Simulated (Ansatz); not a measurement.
Space group Fd-3m:1 (No. 227). a = 3.571 Å, b = 3.571 Å, c = 3.571 Å, α = 90.00°, β = 90.00°, γ = 90.00°
```
atom site symmetry x y z
   C    8b      -43m  0.0000  0.0000  0.5000
```

Equation of state of this C structure (not necessarily the ground state), with shape and atoms relaxed at each volume where symmetry leaves them free. Method: DFT PBE, scalar-relativistic, plane waves, PAW in Ansatz.

Cutoff 420 eV; k points 12×12×12 on the computed 2-atom cell (Γ-centred); Gaussian smearing, width 0.02 eV; no spin polarisation.

```tsv
V (Å³/atom)	E − E(largest V) (meV/atom)	P (GPa)	gap on mesh (eV)
5.353	5.45	30.07	4.29
5.524	-17.84	13.99	4.22
5.694	-25.14	0.04	4.15
5.865	-18.60	-12.08	4.09
6.036	0.00	-22.59	4.02
```

Fit a third-order Birch–Murnaghan equation to E(V).

V0 = 5.70 Å³/atom, B0 = 432 GPa, B0' = 3.7.